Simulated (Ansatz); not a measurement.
## Phonons of ZrSe$_{2}$ (P-3m1)

```xyz
3
Lattice="3.7255 0.0000 0.0000 -1.8628 3.2264 0.0000 0.0000 0.0000 6.1272" Properties=species:S:1:pos:R:3 pbc="T T T"
Zr    0.0000    0.0000    0.0000
Se    0.0000    2.1509    1.5908
Se    1.8628    1.0755    4.5364
```

Conventional cell: a = 3.726 Å, b = 3.726 Å, c = 6.127 Å, α = 90.00°, β = 90.00°, γ = 120.00°. Zr (atom 1) is surrounded by 6 Se at 2.68 Å. Se (atom 2) has 3 Zr at 2.68 Å as nearest neighbours.

Level of theory, where no other is named: PBEsol, all-electron LAPW in Ansatz 0.2.0, scalar-relativistic. k mesh 8×8×4, Fermi-Dirac smearing of 0.100 eV, basis error target 0.5 meV/atom. The cell was relaxed by PAW under this functional, which moved its volume by -5 % from the database entry's.

Atoms are displaced by 0.01 Å in the smallest supercells that hold the wave vectors of a 2×2×2 mesh. Negative values stand for unstable modes.

What are the phonon energies at the solved wave vectors, in THz?

| q | point | modes (THz) |
| --- | --- | --- |
| 0.000 0.000 0.000 | Gamma | 3.40 (×2), 4.27 (×2), 5.66, 7.44 |
| 0.500 0.000 0.000 | M | 2.07, 2.77, 3.02, 3.97, 4.23, 4.95, 5.25, 5.55, 7.57 |
| 0.000 0.000 0.500 | A | 0.69 (×2), 1.25, 3.47 (×2), 4.24 (×2), 5.59, 7.77 |
| 0.500 0.000 0.500 | L | 1.96, 2.72, 2.98, 3.90, 4.25, 4.96, 5.19, 5.59, 7.40 |

Is the structure dynamically stable at these wave vectors?

Yes, no mode is unstable there; wave vectors off this mesh aren't tested.

How do the optical zone-centre modes decompose, and which are active?

Point group -3m: Γ_opt = Eu + Eg + A1g + A2u.

| label | THz | activity | mostly |
| --- | --- | --- | --- |
| Eu | 3.40 | IR | Zr (63 %) |
| Eg | 4.27 | Raman | Se (100 %) |
| A1g | 5.66 | Raman | Se (100 %) |
| A2u | 7.44 | IR | Zr (63 %) |

In a metal the activity is that of symmetry alone; free carriers screen the infrared modes.

How well do frozen-core PAW files reproduce these all-electron values?

With a cutoff of 420 eV and displacements of 0.0025 Å, the r.m.s. difference over the modes is 0.1 cm⁻¹; the largest difference is 90.7 (PAW) against 90.8 cm⁻¹ (LAPW).

The cell is scaled evenly to 72.176 and 75.122 Å³ (from 73.649), with free atoms relaxed and the shape held, so these aren't the values under hydrostatic pressure. What are the mode Grüneisen parameters γ = −d ln ω/d ln V?

For the highest mode, 262.8 cm⁻¹ in the small cell and 255.4 in the large one give γ ≈ 0.71. From the change of the dynamical matrix on each mode:

```csv
point,cm⁻¹,γ
Gamma,113.4,1.75
Gamma,142.5,0.04
Gamma,188.7,0.68
Gamma,248.2,0.81
M,69.0,2.50
M,92.3,1.91
M,100.6,-0.12
M,132.4,1.23
M,141.1,0.49
M,164.9,0.82
M,175.0,1.26
M,185.1,0.34
M,252.4,0.56
A,22.9,4.76
A,41.7,5.99
A,115.7,1.51
A,141.4,-0.04
A,186.3,0.45
A,259.1,0.72
L,65.2,1.91
L,90.8,1.76
L,99.3,-0.57
L,130.1,1.29
L,141.8,0.56
L,165.3,0.77
L,173.0,1.16
L,186.3,0.40
L,246.8,0.51
```

Weighted by the modes' heat capacities at 300 K, the mean on this mesh is 1.10; it moves with the q mesh, and a coarse one overweights the zone boundary. Rows under −0.05 (2 here) are modes that soften under compression and pull towards negative thermal expansion.

Known limits: the gap is closed or tiny at this level, so small that the run used smearing; responses move with mesh and smearing; no dispersion correction, so the spacing and stiffness between layers or molecules are poor; the frozen-core PAW files of the compared runs were fitted under PBE, their cores solved anew for this functional; responses of metals move with mesh and smearing.
